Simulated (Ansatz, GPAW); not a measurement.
## Sb: programs and potentials compared

```
CELL_PARAMETERS angstrom
2.15420 1.24373 3.75800
-2.15420 1.24373 3.75800
0.00000 -2.48746 3.75800
ATOMIC_POSITIONS crystal
Sb 0.76651 0.76651 0.76651
Sb 0.23349 0.23349 0.23349
```

Alike in all runs: task band structure; functional revPBE; k mesh 8 × 8 × 8; occupations fermi-dirac, width 0.05 eV; no spin polarisation; no spin-orbit coupling. Pressure is positive in compression and, in plane waves, holds the error of the finite cutoff, which Ansatz's Pulay term estimates and takes out.

```
                                                    program and potentials  plane-wave cutoff (eV)                                                                                   notes  pressure (GPa)  largest force (eV/Å)
                                                        Ansatz, Ansatz PAW                     420  potentials made for PBE, which Ansatz adapts in part; Pulay term of +0.03 GPa included            3.67                 0.183
GPAW, the program's PAW data sets (release 1.2.1) made for this functional                     600                                                                                       -            3.37                 0.168
                            Ansatz, all-electron LAPW, scalar-relativistic                       -                                                                                       -            3.67                 0.182
```

Force on atom 1 (Sb), eV/Å:

```csv
program and potentials,x,y,z
"Ansatz, Ansatz PAW",0.000,0.000,-0.183
"GPAW, the program's PAW data sets (release 1.2.1) made for this functional",0.000,0.000,-0.168
"Ansatz, all-electron LAPW, scalar-relativistic",0.000,0.000,-0.182
```

The pressure spans 3.37 (GPAW, the program's PAW data sets (release 1.2.1) made for this functional) to 3.67 GPa (Ansatz, all-electron LAPW, scalar-relativistic), with all-electron results at 3.67. Some sets were made for another functional than the one run, which can shift their rows.

Differences between rows come from potentials, basis sets and numerical settings, since the functional is the same but for its coding. Runs on potential files found faulty are left out.
